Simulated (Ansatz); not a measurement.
**Guessed and relaxed cells of NbAs**

The cell of NbAs is invented: close-packed anion layers stacked AB, with sites between them filled layer by layer (P6_3mc, No. 186) (elements of the layers in order: As As). Lengths were set from tabulated atomic sizes, so they are only a guess.

start.cif

```cif
data_structure
_symmetry_space_group_name_H-M 'P6_3mc'
_symmetry_Int_Tables_number 186
_cell_length_a 4.1870
_cell_length_b 4.1870
_cell_length_c 6.8889
_cell_angle_alpha 90.000
_cell_angle_beta 90.000
_cell_angle_gamma 120.000
_cell_volume 104.59
loop_
_atom_site_label
_atom_site_type_symbol
_atom_site_symmetry_multiplicity
_atom_site_Wyckoff_symbol
_atom_site_fract_x
_atom_site_fract_y
_atom_site_fract_z
_atom_site_occupancy
Nb1 Nb 2 b 0.33333 0.66667 0.37313 1
As1 As 2 b 0.33333 0.66667 0.00000 1
```

Theory: DFT PBE, scalar-relativistic, plane waves, PAW in Ansatz 0.2.0. Cutoff 420 eV, Gaussian smearing, Γ-centred meshes. Cell and atoms relax first on a coarse mesh and then on a finer one. In between, the cell is made exact in the group found at 0.06 Å. In metals the finer mesh still leaves noise of several meV/atom or more. The steps can't lower the symmetry of their start. No spin polarisation.

end.cif

```cif
data_structure
_symmetry_space_group_name_H-M 'P6_3mc'
_symmetry_Int_Tables_number 186
_cell_length_a 3.4089
_cell_length_b 3.4089
_cell_length_c 8.3363
_cell_angle_alpha 90.000
_cell_angle_beta 90.000
_cell_angle_gamma 120.000
_cell_volume 83.90
loop_
_atom_site_label
_atom_site_type_symbol
_atom_site_symmetry_multiplicity
_atom_site_Wyckoff_symbol
_atom_site_fract_x
_atom_site_fract_y
_atom_site_fract_z
_atom_site_occupancy
Nb1 Nb 2 b 0.33333 0.66667 0.33817 1
As1 As 2 b 0.33333 0.66667 0.03496 1
```

The symmetry stays P6_3mc (No. 186). The volume per atom shrinks by 19.8 %, from 26.1 to 21.0 Å³. The shortest distance goes from 2.57 Å (Nb–As) to 2.53 Å (Nb–As). The ratio c/a of the conventional cell changes by a factor of 1.49. The energy falls by about 0.26 eV/atom (the start's value is from the coarse mesh).

| Item | Value |
| --- | --- |
| Volume per atom | 20.97 Å³ |
| Density | 6.64 g/cm³ |
| Energy over the elements | +0.09 eV/atom |
| Gap on the 15×15×6 mesh of the 4-atom cell | 0 eV (a metal) |

Energies over the elements count from the elements' standard structures at the same level, with no fitted energy shifts. It can't be a ground state, since the elements alone are lower.

The last run used Gaussian smearing of 0.10 eV. The reference form of As is held partly by dispersion forces, which this level lacks. A structure relaxed within its symmetry needn't be a true minimum. In all, the 3 runs took 3.3 min on 1 thread of Arm Neoverse V2, with other jobs on the host.
